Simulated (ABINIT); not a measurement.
**A GW chain in ABINIT: TePb (Fm-3m)**

Aim: the G0W0 gap of TePb (Fm-3m) on PBE, step by step.

Method: PBE and many-body steps on it, plane waves, in ABINIT 10.8.3.

**What was measured.**

- Gap 0.19 eV: direct gap at L; earlier experiment (Expt. column of Table 1); 4 K; bulk crystal (literature value) (quoted in “Electronic band structure of epitaxial PbTe (111) thin films observed by angle-resolved photoemission spectroscopy”, 2017, arxiv:1704.07516).

- Gap 0.37 eV: thermally activated gap from Seebeck maximum; Seebeck coefficient maximum; bulk crystal (Bridgman-grown p-type crystal, maximum near 450-500 K) (“Site-Specific Contributions to the Band Inversion in a Topological Crystalline Insulator”, 2015, arxiv:1506.06328).

- Gap 0.32 eV: direct gap at L; earlier experiment (Expt. column of Table 1); 300 K; bulk crystal (literature value) (quoted in “Electronic band structure of epitaxial PbTe (111) thin films observed by angle-resolved photoemission spectroscopy”, 2017, arxiv:1704.07516).

Most raw output is cut from this account.

## Step 1: Starting point

Symmetry: Fm-3m, No. 225, cubic system. The conventional cell has a = 6.462 Å, b = 6.462 Å, c = 6.462 Å, α = 90.00°, β = 90.00°, γ = 90.00°. Nearest to Te lie 6 Pb at 3.23 Å. Nearest to Pb lie 6 Te at 3.23 Å. Farther neighbours and most contacts between anions are not listed.

The cell and positions come from the Crystallography Open Database and are kept as given unless a step says otherwise. Spin-orbit coupling is left out unless a step names it.

## Step 2: Ground state

This step: ABINIT 10.8.3; DFT, PBE, plane waves, norm-conserving pseudopotentials.

The ground-state density comes first.

Input file run.abi:

```
acell 3*1.0 Angstrom
rprim 
  -0.000000000000 3.231000000000 3.231000000000
  3.231000000000 0.000000000000 3.231000000000
  3.231000000000 3.231000000000 0.000000000000
ntypat 2
znucl 52 82
natom 2
typat 1 2
xred 
  0.500000000000 0.500000000000 0.500000000000
  0.000000000000 -0.000000000000 -0.000000000000
pp_dirpath "pseudos"
pseudos "Te.upf, Pb.upf"
ecut 39
ngkpt 6 6 6
nshiftk 1
shiftk 0 0 0
kptopt 1
chksymbreak 0
nband 28
occopt 1
tolvrs 1e-10
nstep 60
prtwf 0
optforces 0
optstress 0
indata_prefix "in"
outdata_prefix "out"
tmpdata_prefix "tmp"
```

Started as:

```bash
$ OMP_NUM_THREADS=1 mpirun -n 8 abinit run.abi > log
```

Wall time 26 s (8 MPI ranks of Arm Neoverse N1, shared host); peak memory 0.7 GiB; 3.5 min of CPU time.

This step gave:

* total energy: -13341.8235 eV
* gap: 0.7388 eV
* k of the valence top: 0.5, 0, 0
* k of the conduction bottom: 0.5, 0, 0
* least direct gap: 0.7388 eV

The gap is direct, at (0.500, 0.000, 0.000).

## Step 3: Bands along the symmetry lines

The cheap functional maps the bands first; the places of the edges decide which points the dearer methods must see.

Input file run.abi:

```
acell 3*1.0 Angstrom
rprim 
  -0.000000000000 3.231000000000 3.231000000000
  3.231000000000 0.000000000000 3.231000000000
  3.231000000000 3.231000000000 0.000000000000
ntypat 2
znucl 52 82
natom 2
typat 1 2
xred 
  0.500000000000 0.500000000000 0.500000000000
  0.000000000000 -0.000000000000 -0.000000000000
pp_dirpath "pseudos"
pseudos "Te.upf, Pb.upf"
ecut 39
iscf -2
irdden 1
kptopt 0
nkpt 50
kpt 
  0.00000000 0.00000000 0.00000000
  0.06250000 0.00000000 0.06250000
  0.12500000 0.00000000 0.12500000
  0.18750000 0.00000000 0.18750000
  0.25000000 0.00000000 0.25000000
  0.31250000 0.00000000 0.31250000
  0.37500000 0.00000000 0.37500000
  0.43750000 0.00000000 0.43750000
  0.50000000 0.00000000 0.50000000
  0.51562500 0.03125000 0.51562500
  0.53125000 0.06250000 0.53125000
  0.54687500 0.09375000 0.54687500
  0.56250000 0.12500000 0.56250000
  0.57812500 0.15625000 0.57812500
  0.59375000 0.18750000 0.59375000
  0.60937500 0.21875000 0.60937500
  0.62500000 0.25000000 0.62500000
  0.37500000 0.37500000 0.75000000
  0.32812500 0.32812500 0.65625000
  0.28125000 0.28125000 0.56250000
  0.23437500 0.23437500 0.46875000
  0.18750000 0.18750000 0.37500000
  0.14062500 0.14062500 0.28125000
  0.09375000 0.09375000 0.18750000
  0.04687500 0.04687500 0.09375000
  0.00000000 0.00000000 0.00000000
  0.06250000 0.06250000 0.06250000
  0.12500000 0.12500000 0.12500000
  0.18750000 0.18750000 0.18750000
  0.25000000 0.25000000 0.25000000
  0.31250000 0.31250000 0.31250000
  0.37500000 0.37500000 0.37500000
  0.43750000 0.43750000 0.43750000
  0.50000000 0.50000000 0.50000000
  0.50000000 0.46875000 0.53125000
  0.50000000 0.43750000 0.56250000
  0.50000000 0.40625000 0.59375000
  0.50000000 0.37500000 0.62500000
  0.50000000 0.34375000 0.65625000
  0.50000000 0.31250000 0.68750000
  0.50000000 0.28125000 0.71875000
  0.50000000 0.25000000 0.75000000
  0.50000000 0.21875000 0.71875000
  0.50000000 0.18750000 0.68750000
  0.50000000 0.15625000 0.65625000
  0.50000000 0.12500000 0.62500000
  0.50000000 0.09375000 0.59375000
  0.50000000 0.06250000 0.56250000
  0.50000000 0.03125000 0.53125000
  0.50000000 0.00000000 0.50000000
istwfk *1
nband 30
nbdbuf 2
tolwfr 1e-08
nstep 40
prtwf 0
prtvol 0
indata_prefix "in"
outdata_prefix "out"
tmpdata_prefix "tmp"
```

The job ended after 43 s (8 MPI ranks; peak memory 0.65 GiB).

This step gave:

| Item | Value |
| --- | --- |
| gap | 0.7388 eV |
| k of the valence top | 0.5, 0.5, 0.5 |
| k of the conduction bottom | 0.5, 0.5, 0.5 |
| least direct gap | 0.7388 eV |

The gap is 0.739 eV, as in the run before at this level.

The electronic bands at the labelled points (eV, zero at the top of the highest filled band):

```tsv
point	band 20	band 21	band 22	band 23	band 24	band 25	band 26	band 27
Γ	-5.60	-1.35	-1.35	-1.35	4.08	4.08	4.08	5.83
halfway	-6.85	-2.15	-2.15	-1.40	2.60	4.08	4.50	4.50
X	-7.29	-4.49	-2.80	-2.80	3.31	5.47	5.47	6.70
halfway	-7.52	-4.40	-2.67	-2.59	3.61	4.91	5.05	6.49
U	-7.96	-4.11	-2.30	-2.08	3.58	3.79	5.14	5.94
jump to K	-7.96	-4.11	-2.30	-2.08	3.58	3.79	5.14	5.94
halfway	-7.31	-2.46	-0.76	-0.14	1.34	1.65	4.24	6.13
Γ	-5.60	-1.35	-1.35	-1.35	4.08	4.08	4.08	5.83
halfway	-7.01	-1.18	-1.18	-0.65	2.13	2.46	2.46	5.97
L	-8.58	-0.89	-0.89	0.00	0.74	1.28	1.28	8.39
halfway	-8.32	-2.77	-2.56	-0.46	1.34	3.57	4.03	6.85
W	-7.98	-3.78	-3.78	-0.36	1.68	5.23	5.23	6.86
halfway	-7.66	-4.30	-3.13	-1.85	3.67	3.93	5.79	6.29
X	-7.29	-4.49	-2.80	-2.80	3.31	5.47	5.47	6.70
```

## Step 4: Empty states on the mesh, 4×4×4 mesh, 277 bands

The sums over transitions need many empty states on a uniform mesh; this step solves for them.

Input file run.abi:

```
acell 3*1.0 Angstrom
rprim 
  -0.000000000000 3.231000000000 3.231000000000
  3.231000000000 0.000000000000 3.231000000000
  3.231000000000 3.231000000000 0.000000000000
ntypat 2
znucl 52 82
natom 2
typat 1 2
xred 
  0.500000000000 0.500000000000 0.500000000000
  0.000000000000 -0.000000000000 -0.000000000000
pp_dirpath "pseudos"
pseudos "Te.upf, Pb.upf"
ecut 39
ngkpt 4 4 4
nshiftk 1
shiftk 0 0 0
kptopt 1
chksymbreak 0
irdden 1
istwfk *1
nband 277
prtvol 0
optdriver 6
gwr_task "HDIAGO"
paral_kgb 0
occopt 1
indata_prefix "in"
outdata_prefix "out"
tmpdata_prefix "tmp"
```

Elapsed: 2.9 min, on 8 MPI ranks; peak memory 12 GiB.

This step gave:

```
gap                                                           : 0.7389 eV
k of the valence top                                          : 0.5, 0, 0
k of the conduction bottom                                    : 0.5, 0, 0
least direct gap                                              : 0.7389 eV
k points computed                                             : 8
lowest point of the top converged band, above the valence top : 123.1187 eV
```

On this mesh the gap is 0.739 eV.

## Step 5: Screening, 4×4×4 mesh, 269 bands, screening to 195.9 eV

The RPA dielectric matrix is built and inverted for each q.

This step: RPA screening on PBE, plane waves, norm-conserving pseudopotentials.

run.abi, as its differences from that of step 4:

```diff
@@ -20,10 +20,11 @@
 chksymbreak 0
-irdden 1
 istwfk *1
-nband 277
-prtvol 0
-optdriver 6
-gwr_task "HDIAGO"
-paral_kgb 0
 occopt 1
+irdwfk 1
+optdriver 3
+nband 269
+ecuteps 7.2
+inclvkb 2
+awtr 1
+symchi 1
 indata_prefix "in"
```

It took 5.4 min on 8 MPI ranks; peak memory 3.8 GiB.

Numbers from this step:

```yaml
eps_infinity_with_local_fields_on_this_mesh_along_the_program_s_q_direction: 38.56
the_same_without_local_fields: 41.24
plasma_frequency: 30.66 eV
plane_waves_in_the_screening_matrix: 411
```

Local fields lower ε∞ by 7 %.

## Step 6: Self-energy, 4×4×4 mesh, 269 bands, screening to 195.9 eV

The self-energy is evaluated for the states that the input lists, and the levels follow from it, in one-shot runs by the linearised quasiparticle equation.

This step: G0W0 on PBE, plane waves, norm-conserving pseudopotentials.

run.abi, as its differences from that of step 5:

```diff
@@ -23,8 +23,17 @@
 irdwfk 1
-optdriver 3
+optdriver 4
 nband 269
+gwcalctyp 0
+ecutsigx 39
+symsigma 1
+nkptgw 2
+kptgw 
+  0.5000000000 0.0000000000 0.0000000000
+  0.0000000000 0.0000000000 0.0000000000
+bdgw 
+  21 26
+  21 26
 ecuteps 7.2
-inclvkb 2
-awtr 1
-symchi 1
+irdscr 1
+ppmodel 1
 indata_prefix "in"
```

Elapsed: 69 s, on 8 MPI ranks; peak memory 3.4 GiB.

Numbers from this step:

```
G0W0 gap on the points computed              : 0.9260 eV
starting gap on the mesh                     : 0.7389 eV
k of the valence top                         : 0.5, 0, 0
k of the conduction bottom                   : 0.5, 0, 0
Z at the valence top                         : 0.798
Z at the conduction bottom                   : 0.808
least direct G0W0 gap on the computed points : 0.9260 eV
```

The gap on the mesh goes from 0.74 eV to 0.93 eV, a correction of +0.19 eV.

Limits: finite bands, cutoff and mesh; model gap, bands may invert with spin-orbit coupling; no spin-orbit coupling; coarse k mesh. v1 is the top filled band, c1 the lowest empty one. The levels before and after the correction (eV, zero at the valence-band top of each column):

```tsv
	conduction bottom	valence top
Kohn-Sham	0.74	0.00
G0W0	0.93	0.00
```

```tsv
	level	energy (eV)
Kohn-Sham	(0.5 0 0) v3-v2	-0.889
Kohn-Sham	(0.5 0 0) v1	0.000
Kohn-Sham	(0.5 0 0) c1	0.739
Kohn-Sham	(0.5 0 0) c2-c3	1.278
G0W0	(0.5 0 0) v3-v2	-1.051
G0W0	(0.5 0 0) v1	0.000
G0W0	(0.5 0 0) c1	0.926
G0W0	(0.5 0 0) c2-c3	1.466
```

## Step 7: Where the time went

Times are wall times on 8 MPI ranks of Arm Neoverse N1, shared host, good to a factor of about two.

```tsv
step	time	share	memory (GiB)
ground state	26 s	4 %	0.7
bands along the symmetry lines	43 s	7 %	0.65
empty states on the mesh	2.9 min	28 %	12
screening	5.4 min	51 %	3.8
self-energy	69 s	11 %	3.4
```

## Step 8: Results

```
PBE gap              : 0.74 eV, direct
G0W0 gap on the mesh : 0.93 eV
GW settings          : 4×4×4 mesh, 269 bands, screening to 195.9 eV, Godby-Needs plasmon pole
known limits         : not at the basis limit; model gap, bands may invert with spin-orbit coupling; mesh may overstate the screening; no spin-orbit coupling; coarse k mesh
```

In words: G0W0 moves the gap on the mesh from 0.74 eV to 0.93 eV (+0.19 eV), with Z of 0.80 and 0.81 at the edges. Local fields lower the RPA ε∞ on this mesh from 41.24 to 38.56. Only 2 of the mesh's irreducible points were corrected, so a valley elsewhere could overtake. The dearest step here is «screening». Against experiment, by G0W0@PBE: the direct gap of 0.93 eV lies +0.74 eV from the measured 0.19 eV (direct, 4 K, quoted 2017); the gap of 0.93 eV lies +0.56 eV from the measured 0.37 eV (transport, 2015); the direct gap of 0.93 eV lies +0.61 eV from the measured 0.32 eV (direct, 300 K, quoted 2017). An exciton line or allowed optical edge lies below the quasiparticle gap by the binding energy; a forbidden edge can push the onset above it. The calculation has static nuclei and no excitons; a measured gap holds zero-point and thermal motion, which in such lone-pair compounds can raise it as well as lower it. With atoms this heavy the missing spin-orbit coupling can matter too. Bands and cutoff are finite, so the gap is not at the basis limit. The miss can reach some tenths of an eV and take either sign; the mesh is an error of its own. In the G0W0 run levels were corrected at 2 k points alone, so a gap called «on the mesh» is the least over those, and an edge elsewhere would be missed. The 4×4×4 mesh is coarse for this cell, which bears on the long-range parts of exchange and screening. Where an edge is built on 6p states of lead, bismuth or thallium, scalar-relativistic gaps usually stand too wide, by a few tenths to over one eV. With atoms this heavy and so narrow a gap, spin-orbit coupling can invert the bands. These scalar-relativistic gaps are then model values, not to be set against experiment, and a spin-orbit change taken from DFT can't simply be added. The RPA ε∞ on this mesh reaches over 25; with a narrow direct gap a coarse mesh can overstate it, and the correction is then too small.

[Paths, hosts, dates, memory and timing lines, banners, echoed tables and standing remarks are left out of the program output.]

[Logs are printed without paths, hosts, clocks, repeated set-up lines and the standing remarks that a program may print on its own settings, such as how far it seeks lower states.]

[Runs of the session that timed out or met a known fault of the program may be left out.]

[Hosts, paths, dates, database ids (printed as entryN), source tags and the programs' standing remarks are cut or masked in the printed files.]

[G0W0 gaps are taken among the corrected bands and points alone; a level outside them can change the order at an edge.]

[Where Ansatz stands beside ABINIT at settings called matched, ABINIT's density can come from a denser mesh and the files from another edition; pairs whose starting gaps differed by over 0.03 eV were left out, so agreement reads better than it is.]
